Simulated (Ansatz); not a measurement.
## NbP and the effect of the choice of potentials or basis

The cell as given:

```
CELL_PARAMETERS angstrom
-1.67492 1.67492 5.74011
1.67492 -1.67492 5.74011
1.67492 1.67492 -5.74011
ATOMIC_POSITIONS crystal
Nb 0.24988 0.74988 0.50000
Nb 0.49988 0.49988 0.00000
P 0.83275 0.33275 0.50000
P 0.08275 0.08275 0.00000
```

The cell is a database's computed one, not the measured one.

Kept alike: task relaxation of cell and atoms; functional PBE; k mesh 11 × 11 × 11; occupations fermi-dirac, width 0.05 eV; no spin polarisation. Program: Ansatz. Cutoffs run from 420 to 1170 eV. The mesh is that of the run's cell of 4 atoms. No spin-orbit coupling.

| choice of potentials or basis | volume (Å³/atom) |
| --- | --- |
| Ansatz NC | 16.005 |
| Ansatz PAW | 16.005 |
| Ansatz PAW (files of its older set among them) | 16.008 |
| JTH PAW | 15.998 |
| PseudoDojo standard (PBE files) | 16.013 |
| PseudoDojo stringent (PBE files) | 16.013 |
| SPMS NC | 16.019 |

The relaxations keep at least the cell's symmetry (I4_1md). For a metal such a mesh leaves the last digits unconverged. Relaxations stop with a little pressure left, so the last digits of a volume or edge aren't settled. Ansatz's relaxations hold a Pulay term in the stress (up to 0.1 GPa here).

**Question.** What does the choice of potentials or basis change here?

**Answer.** The volume runs from 15.998 (JTH PAW) to 16.019 Å³/atom (SPMS NC).
